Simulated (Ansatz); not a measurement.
A run of Ansatz 0.2.0 is set up as follows.

File input.yaml:

```yaml
crystal:
  lattice:
    - [3.179064, 0.0, 0.0]
    - [0.0, 3.179064, 0.0]
    - [0.0, 0.0, 3.179064]
  atoms:
    - { symbol: Ti, position: [0.030869, 0.017977, 0.05372], spin: 0.71, spin_axis: [-0.69, -0.045, -0.16] }
    - { symbol: Al, position: [0.502113, 0.509226, 0.447102] }
hamiltonian:
  xc: lda
  pseudopotentials: { kind: paw, source: ansatz }
magnetization:
  noncollinear: true
  spin_orbit: false
kpoints:
  mp_grid: { grid: [6, 6, 6] }
scf:
  occupations: { method: fermi_dirac, width: 0.01 }
output:
  forces: true
  stress: true
  eigenvalues: true
```

Potentials or basis: Ansatz PAW earlier set.

Command:

```console
$ ansatz run input.yaml --threads 1 --pin off --max-ram 2560MiB --backend cpu --events-out ev --progress --plain --runs-dir out
```

Problem. Predict the pressure.

Solution. -1.3 GPa.

Problem. Estimate the band gap on the k mesh.

Solution. None (metal or under the smearing width).

Problem. Predict the absolute moment.

Solution. 0.00 μB per cell.

Problem. Estimate the net moment.

Solution. 0.00 μB per cell.

Forces on the atoms (eV/Å):
```
Ti  -0.664 -0.205 -1.971
Al   0.664  0.205  1.971
```

Caveat: the PAW data sets come from PBE, with cores solved anew for the run's functional, which leaves a small shift of forces and pressure; the starting moments weren't kept.
